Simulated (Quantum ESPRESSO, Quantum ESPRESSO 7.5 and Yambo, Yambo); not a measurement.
# Quasiparticle gap of NaF (Villiaumite) in Yambo

How does a plane-wave GW calculation on NaF (Villiaumite) run from the first input to the gap?

Calculated with Quantum ESPRESSO 7.5 and Yambo 5.3.0; PBE and many-body steps on it, plane waves.

The database entry behind the starting cell differs from later determinations by our own check (0.1 to 0.3 % short, probably kX units), so it need not match the best structure at ambient conditions.

## (1) The structure

The structure is cubic, space group Fm-3m (No. 225). The conventional cell has a = 4.620 Å, b = 4.620 Å, c = 4.620 Å, α = 90.00°, β = 90.00°, γ = 90.00°. Na has 6 F at 2.31 Å nearest. Nearest to F lie 6 Na at 2.31 Å. Farther neighbours and most contacts between anions are not listed.

The cell and positions come from the Crystallography Open Database and are kept as given unless a step says otherwise.

## (2) Ground state

This step: Quantum ESPRESSO 7.5; DFT, PBE, plane waves, norm-conserving pseudopotentials.

The ground-state density comes first.

File pw.in:

```
&control
  calculation = 'scf'
  prefix = 'x'
  outdir = 'o'
  pseudo_dir = 'pseudo'
/
&system
  ibrav = 0
  nat = 2
  ntyp = 2
  ecutwfc = 76.0
  nbnd = 13
  force_symmorphic = .true.
/
&electrons
  conv_thr = 1e-10
  electron_maxstep = 80
  mixing_beta = 0.5
/
ATOMIC_SPECIES
  Na 22.99 Na.upf
  F 18.998 F.upf
CELL_PARAMETERS angstrom
  -0.0000000000 2.3100000000 2.3100000000
  2.3100000000 0.0000000000 2.3100000000
  2.3100000000 2.3100000000 0.0000000000
ATOMIC_POSITIONS crystal
  Na 0.0000000000 0.0000000000 0.0000000000
  F 0.5000000000 0.5000000000 0.5000000000
K_POINTS automatic
  8 8 8 0 0 0
```

Run with:

```sh
> OMP_NUM_THREADS=1 mpirun -n 4 pw.x -nk 4 -in pw.in > pw.out
```

The log of the run:

```text
Program PWSCF v.7.5 starts

     This program is part of the open-source Quantum ESPRESSO suite
     for quantum simulation of materials; please cite
         "P. Giannozzi et al., J. Phys.:Condens. Matter 21 395502 (2009);
         "P. Giannozzi et al., J. Phys.:Condens. Matter 29 465901 (2017);
         "P. Giannozzi et al., J. Chem. Phys. 152 154105 (2020);
     in publications or presentations arising from this work. More details at
     Message from routine setup:
     using ibrav=0 with symmetry is DISCOURAGED, use correct ibrav instead

     G-vector sticks info

     bravais-lattice index     =            0
     lattice parameter (alat)  =       6.1734  a.u.
     unit-cell volume          =     166.3652 (a.u.)^3
     number of atoms/cell      =            2
     number of atomic types    =            2
     number of electrons       =        16.00
     number of Kohn-Sham states=           13
     kinetic-energy cutoff     =      76.0000  Ry
     charge density cutoff     =     304.0000  Ry
     scf convergence threshold =      1.0E-10
     mixing beta               =       0.5000
     number of iterations used =            8  plain     mixing
     Exchange-correlation= PBE
                           (   1   4   3   4   0   0   0)

     celldm(1)=   6.173420  celldm(2)=   0.000000  celldm(3)=   0.000000
     celldm(4)=   0.000000  celldm(5)=   0.000000  celldm(6)=   0.000000

     crystal axes: (cart. coord. in units of alat)
               a(1) = (  -0.000000   0.707107   0.707107 )
               a(2) = (   0.707107   0.000000   0.707107 )
               a(3) = (   0.707107   0.707107   0.000000 )

     reciprocal axes: (cart. coord. in units 2 pi/alat)
               b(1) = ( -0.707107  0.707107  0.707107 )
               b(2) = (  0.707107 -0.707107  0.707107 )
               b(3) = (  0.707107  0.707107 -0.707107 )
     Pseudo is Norm-conserving, Zval =  9.0
     Generated using ONCVPSP code by D. R. Hamann
     Using radial grid of 1992 points,  4 beta functions with:
     Pseudo is Norm-conserving + core correction, Zval =  7.0
     Generated using ONCVPSP code by D. R. Hamann
     Using radial grid of  832 points,  5 beta functions with:
     Na                9.00    22.99000     Na( 1.00)
     F                 7.00    18.99800     F ( 1.00)

     48 Sym. Ops., with inversion, found

   Cartesian axes

     site n.     atom                  positions (alat units)
         1        Na     tau(   1) = (   0.0000000   0.0000000   0.0000000  )
         2        F      tau(   2) = (   0.7071068   0.7071068   0.7071068  )

     number of k points=    29
                       cart. coord. in units 2pi/alat
        k(    1) = (   0.0000000   0.0000000   0.0000000), wk =   0.0039062
        k(    2) = (   0.0883883   0.0883883  -0.0883883), wk =   0.0312500
        k(    3) = (   0.1767767   0.1767767  -0.1767767), wk =   0.0312500
        k(    4) = (   0.2651650   0.2651650  -0.2651650), wk =   0.0312500
        k(    5) = (  -0.3535534  -0.3535534   0.3535534), wk =   0.0156250
        k(    6) = (   0.1767767   0.0000000   0.0000000), wk =   0.0234375
        k(    7) = (   0.2651650   0.0883883  -0.0883883), wk =   0.0937500
        k(    8) = (   0.3535534   0.1767767  -0.1767767), wk =   0.0937500
        k(    9) = (  -0.2651650  -0.4419417   0.4419417), wk =   0.0937500
        k(   10) = (  -0.1767767  -0.3535534   0.3535534), wk =   0.0937500
     [... 17 further rows ...]
        k(   28) = (  -0.7071068   0.1767767  -0.0000000), wk =   0.0468750
        k(   29) = (  -0.7071068   0.3535534   0.0000000), wk =   0.0234375

     Dense  grid:    14841 G-vectors     FFT dimensions: (  36,  36,  36)

     Initial potential from superposition of free atoms

     starting charge      15.9937, renormalised to      16.0000
     Starting wfcs are    9 randomized atomic wfcs +    4 random wfcs

     per-process dynamical memory:    16.2 Mb

     Self-consistent Calculation

     iteration #  1     ecut=    76.00 Ry     beta= 0.50

     total energy              =    -140.90506870 Ry
     estimated scf accuracy    <       0.20541905 Ry

     iteration #  2     ecut=    76.00 Ry     beta= 0.50

     total energy              =    -140.96074677 Ry
     estimated scf accuracy    <       0.03093438 Ry

     iteration #  3     ecut=    76.00 Ry     beta= 0.50

     total energy              =    -140.96573482 Ry
     estimated scf accuracy    <       0.00248183 Ry

     iteration #  4     ecut=    76.00 Ry     beta= 0.50

     total energy              =    -140.96592800 Ry
     estimated scf accuracy    <       0.00003913 Ry

     iteration #  5     ecut=    76.00 Ry     beta= 0.50

     total energy              =    -140.96593756 Ry
     estimated scf accuracy    <       0.00000303 Ry

     iteration #  6     ecut=    76.00 Ry     beta= 0.50

     total energy              =    -140.96593817 Ry
     estimated scf accuracy    <       0.00000085 Ry

     iteration #  7     ecut=    76.00 Ry     beta= 0.50

     total energy              =    -140.96593823 Ry
     estimated scf accuracy    <       0.00000002 Ry

     iteration #  8     ecut=    76.00 Ry     beta= 0.50

     total energy              =    -140.96593824 Ry
     estimated scf accuracy    <          9.4E-10 Ry

     iteration #  9     ecut=    76.00 Ry     beta= 0.50

     End of self-consistent calculation

          k = 0.0000 0.0000 0.0000 (  1837 PWs)   bands (ev):

   -46.0612 -18.1124 -17.9444 -17.9444 -17.9444   0.9991   0.9991   0.9991
     7.3887  20.1552  20.1552  20.1552  22.9761

          k = 0.0884 0.0884-0.0884 (  1868 PWs)   bands (ev):

   -46.0592 -18.3435 -17.9465 -17.9465 -17.6943   0.7042   0.9609   0.9609
     7.9350  18.3913  20.3920  20.3920  24.6607

          k = 0.1768 0.1768-0.1768 (  1880 PWs)   bands (ev):

   -46.0544 -18.5826 -17.9509 -17.9509 -17.4082   0.1027   0.8702   0.8702
     9.2562  16.2769  20.9069  20.9069  23.9808

          k = 0.2652 0.2652-0.2652 (  1868 PWs)   bands (ev):

     [... further k-points ...]

     highest occupied, lowest unoccupied level (ev):     0.9991    7.3887

!    total energy              =    -140.96593824 Ry
     estimated scf accuracy    <          6.5E-12 Ry

     The total energy is the sum of the following terms:
     one-electron contribution =     -77.23621110 Ry
     hartree contribution      =      45.26614007 Ry
     xc contribution           =     -24.99890268 Ry
     ewald contribution        =     -83.99696453 Ry

     convergence has been achieved in   9 iterations

     XML data file, charge density, pseudopotentials, collected wavefunctions

=------------------------------------------------------------------------------=
   JOB DONE.
=------------------------------------------------------------------------------=
```

Elapsed: 3.7 s, on 4 MPI ranks of Arm Neoverse V1, shared host; peak memory 0.2 GiB.

Numbers from this step:

```
total energy               : -1917.9393 eV
gap                        : 6.390 eV
k of the valence top       : 0, 0, 0
k of the conduction bottom : 0, 0, 0
least direct gap           : 6.390 eV
```

The gap is direct, at Γ.

## (3) Bands along the symmetry lines

The cheap functional maps the bands first; the places of the edges decide which points the dearer methods must see.

File pw.in:

```
&control
  calculation = 'bands'
  prefix = 'x'
  outdir = 'o'
  pseudo_dir = 'pseudo'
/
&system
  ibrav = 0
  nat = 2
  ntyp = 2
  ecutwfc = 76.0
  nbnd = 14
  force_symmorphic = .true.
/
&electrons
  conv_thr = 1e-9
  electron_maxstep = 80
  diago_full_acc = .true.
  diago_thr_init = 5e-6
/
ATOMIC_SPECIES
  Na 22.99 Na.upf
  F 18.998 F.upf
CELL_PARAMETERS angstrom
  -0.0000000000 2.3100000000 2.3100000000
  2.3100000000 0.0000000000 2.3100000000
  2.3100000000 2.3100000000 0.0000000000
ATOMIC_POSITIONS crystal
  Na 0.0000000000 0.0000000000 0.0000000000
  F 0.5000000000 0.5000000000 0.5000000000
K_POINTS crystal
  50
  0.00000000 0.00000000 0.00000000 1
  0.06250000 0.00000000 0.06250000 1
  0.12500000 0.00000000 0.12500000 1
  0.18750000 0.00000000 0.18750000 1
  0.25000000 0.00000000 0.25000000 1
  0.31250000 0.00000000 0.31250000 1
  0.37500000 0.00000000 0.37500000 1
  0.43750000 0.00000000 0.43750000 1
  0.50000000 0.00000000 0.50000000 1
  0.51562500 0.03125000 0.51562500 1
  0.53125000 0.06250000 0.53125000 1
  0.54687500 0.09375000 0.54687500 1
  0.56250000 0.12500000 0.56250000 1
  0.57812500 0.15625000 0.57812500 1
  0.59375000 0.18750000 0.59375000 1
  0.60937500 0.21875000 0.60937500 1
  0.62500000 0.25000000 0.62500000 1
  0.37500000 0.37500000 0.75000000 1
  0.32812500 0.32812500 0.65625000 1
  0.28125000 0.28125000 0.56250000 1
  0.23437500 0.23437500 0.46875000 1
  0.18750000 0.18750000 0.37500000 1
  0.14062500 0.14062500 0.28125000 1
  0.09375000 0.09375000 0.18750000 1
  0.04687500 0.04687500 0.09375000 1
  0.00000000 0.00000000 0.00000000 1
  0.06250000 0.06250000 0.06250000 1
  0.12500000 0.12500000 0.12500000 1
  0.18750000 0.18750000 0.18750000 1
  0.25000000 0.25000000 0.25000000 1
  0.31250000 0.31250000 0.31250000 1
  0.37500000 0.37500000 0.37500000 1
  0.43750000 0.43750000 0.43750000 1
  0.50000000 0.50000000 0.50000000 1
  0.50000000 0.46875000 0.53125000 1
  0.50000000 0.43750000 0.56250000 1
  0.50000000 0.40625000 0.59375000 1
  0.50000000 0.37500000 0.62500000 1
  0.50000000 0.34375000 0.65625000 1
  0.50000000 0.31250000 0.68750000 1
  0.50000000 0.28125000 0.71875000 1
  0.50000000 0.25000000 0.75000000 1
  0.50000000 0.21875000 0.71875000 1
  0.50000000 0.18750000 0.68750000 1
  0.50000000 0.15625000 0.65625000 1
  0.50000000 0.12500000 0.62500000 1
  0.50000000 0.09375000 0.59375000 1
  0.50000000 0.06250000 0.56250000 1
  0.50000000 0.03125000 0.53125000 1
  0.50000000 0.00000000 0.50000000 1
```

The log of the run:

```text
[banner, memory and clock lines left out]
Program PWSCF v.7.5 starts

     Atomic positions and unit cell read from directory:
     o/x.save/

     Message from routine setup:
     using ibrav=0 with symmetry is DISCOURAGED, use correct ibrav instead

     G-vector sticks info

     bravais-lattice index     =            0
     lattice parameter (alat)  =       6.1734  a.u.
     unit-cell volume          =     166.3652 (a.u.)^3
     number of atoms/cell      =            2
     number of atomic types    =            2
     number of electrons       =        16.00
     number of Kohn-Sham states=           14
     kinetic-energy cutoff     =      76.0000  Ry
     charge density cutoff     =     304.0000  Ry
     Exchange-correlation= PBE
                           (   1   4   3   4   0   0   0)

     celldm(1)=   6.173420  celldm(2)=   0.000000  celldm(3)=   0.000000
     celldm(4)=   0.000000  celldm(5)=   0.000000  celldm(6)=   0.000000

     crystal axes: (cart. coord. in units of alat)
               a(1) = (  -0.000000   0.707107   0.707107 )
               a(2) = (   0.707107   0.000000   0.707107 )
               a(3) = (   0.707107   0.707107   0.000000 )

     reciprocal axes: (cart. coord. in units 2 pi/alat)
               b(1) = ( -0.707107  0.707107  0.707107 )
               b(2) = (  0.707107 -0.707107  0.707107 )
               b(3) = (  0.707107  0.707107 -0.707107 )
     Pseudo is Norm-conserving, Zval =  9.0
     Generated using ONCVPSP code by D. R. Hamann
     Using radial grid of 1992 points,  4 beta functions with:
     Pseudo is Norm-conserving + core correction, Zval =  7.0
     Generated using ONCVPSP code by D. R. Hamann
     Using radial grid of  832 points,  5 beta functions with:
     Na                9.00    22.99000     Na( 1.00)
     F                 7.00    18.99800     F ( 1.00)

     48 Sym. Ops., with inversion, found

   Cartesian axes

     site n.     atom                  positions (alat units)
         1        Na     tau(   1) = (   0.0000000   0.0000000   0.0000000  )
         2        F      tau(   2) = (   0.7071068   0.7071068   0.7071068  )

     number of k points=    50
                       cart. coord. in units 2pi/alat
        k(    1) = (   0.0000000   0.0000000   0.0000000), wk =   0.0400000
        k(    2) = (   0.0000000   0.0883883   0.0000000), wk =   0.0400000
        k(    3) = (   0.0000000   0.1767767   0.0000000), wk =   0.0400000
[...]
[... 38 further rows ...]
        k(   49) = (   0.0441942   0.7071068   0.0000000), wk =   0.0400000
        k(   50) = (   0.0000000   0.7071068   0.0000000), wk =   0.0400000

     Dense  grid:    14841 G-vectors     FFT dimensions: (  36,  36,  36)

     The potential is recalculated from file :
     o/x.save/charge-density

     Starting wfcs are    9 randomized atomic wfcs +    5 random wfcs

     Band Structure Calculation

     End of band structure calculation

          k = 0.0000 0.0000 0.0000 (  1837 PWs)   bands (ev):

   -46.0612 -18.1124 -17.9444 -17.9444 -17.9444   0.9991   0.9991   0.9991
     7.3887  20.1552  20.1552  20.1552  22.9761  25.2676

          k = 0.0000 0.0884 0.0000 (  1860 PWs)   bands (ev):

   -46.0605 -18.2240 -17.9466 -17.9466 -17.8239   0.9016   0.9819   0.9819
     7.5791  19.4193  20.1883  20.1883  23.9314  24.6712

          k = 0.0000 0.1768 0.0000 (  1864 PWs)   bands (ev):

   -46.0586 -18.3587 -17.9524 -17.9524 -17.6650   0.6566   0.9339   0.9339
     8.1068  18.2107  20.2796  20.2796  23.3798  25.6756

          k = 0.0000 0.2652-0.0000 (  1860 PWs)   bands (ev):

[...]
k =-0.0000 0.4419 0.0000 (  1868 PWs)   bands (ev):

[...]
k = 0.0000 0.5303-0.0000 (  1868 PWs)   bands (ev):

[...]
k =-0.0000 0.6187 0.0000 (  1836 PWs)   bands (ev):

[...]
k = 0.5303 0.5303-0.0000 (  1850 PWs)   bands (ev):

[...]
k = 0.1326 0.7071-0.0000 (  1850 PWs)   bands (ev):

[...]
k = 0.0884 0.7071-0.0000 (  1842 PWs)   bands (ev):

[...]
k = 0.0442 0.7071 0.0000 (  1850 PWs)   bands (ev):

   -46.0434 -18.0868 -18.0442 -17.9996 -17.8171  -0.2720   0.5831   0.5865
    14.2476  14.4215  14.7851  20.7895  20.9683  25.2786

          k = 0.0000 0.7071 0.0000 (  1868 PWs)   bands (ev):

   -46.0434 -18.0878 -17.9989 -17.9989 -17.8640  -0.2793   0.5928   0.5928
    14.2463  14.4239  14.7464  20.9053  20.9053  25.1583

     XML data file, pseudopotentials, collected wavefunctions
```

It took 2.1 s on 4 MPI ranks; peak memory 0.18 GiB.

Numbers from this step:

* gap: 6.390 eV
* k of the valence top: 0, 0, 0
* k of the conduction bottom: 0, 0, 0
* least direct gap: 6.390 eV

The gap is 6.390 eV, as in the run before at this level.

Electronic bands along the path, in eV, zero at the top of the highest filled band; v1 is the highest filled band, c1 the lowest empty one:

```
    point      v4     v3     v2     v1     c1     c2     c3     c4
        Γ  -18.94   0.00   0.00   0.00   6.39  19.16  19.16  19.16
  halfway  -18.50  -0.90  -0.21  -0.21   8.82  15.14  19.27  19.56
        X  -18.86  -1.28  -0.41  -0.41  13.25  13.42  13.75  19.91
  halfway  -18.67  -1.22  -0.54  -0.40  13.26  13.37  14.05  19.58
        U  -18.45  -1.06  -0.83  -0.37  12.94  13.33  14.85  19.55
jump to K  -18.45  -1.06  -0.83  -0.37  12.94  13.33  14.85  19.55
  halfway  -18.35  -1.01  -0.32  -0.17   9.03  14.85  18.39  21.12
        Γ  -18.94   0.00   0.00   0.00   6.39  19.16  19.16  19.16
  halfway  -18.41  -0.90  -0.13  -0.13   8.26  15.28  19.91  19.91
        L  -18.13  -1.59  -0.25  -0.25  10.88  12.57  20.25  20.25
  halfway  -18.27  -1.31  -0.58  -0.34  11.89  12.82  17.27  19.13
        W  -18.44  -0.87  -0.87  -0.57  13.32  13.32  15.34  17.03
  halfway  -18.58  -1.17  -0.55  -0.49  13.27  13.39  14.33  18.54
        X  -18.86  -1.28  -0.41  -0.41  13.25  13.42  13.75  19.91
```

The electronic bands as a text plot (rows in eV, shown from -8.0 to 12.4 only):

```
   12.0 |          ++      +                          ++
   11.1 |         +         ++                   +++++
   10.3 |       ++            ++                +
    9.4 |                       +            +++
    8.6 |     ++                            +
    7.7 |    +                   ++        +
    6.9 | +++                      +++  +++
    6.0 |+                            ++
    5.2 |
    4.3 |
    3.5 |
    2.6 |
    1.8 |
    0.9 |
    0.1 |**********        ****************************
   -0.8 |    ***** ******************      ****      ************
   -1.6 |         ******                       ********       ***
   -2.5 |
   -3.3 |
   -4.2 |
   -5.0 |
   -5.9 |
   -6.7 |
   -7.6 |
         Γ           X  U|K            Γ         L        W     X
```

[end of part 1 of 2]

[Paths, hosts, dates, memory and timing lines, banners, echoed tables and standing remarks are left out of the program output.]

[Logs are printed without paths, hosts, clocks, repeated set-up lines and the standing remarks that a program may print on its own settings, such as how far it seeks lower states.]

[Runs of the session that timed out or met a known fault of the program may be left out.]

[Hosts, paths, dates, database ids (printed as entryN), source tags and the programs' standing remarks are cut or masked in the printed files.]
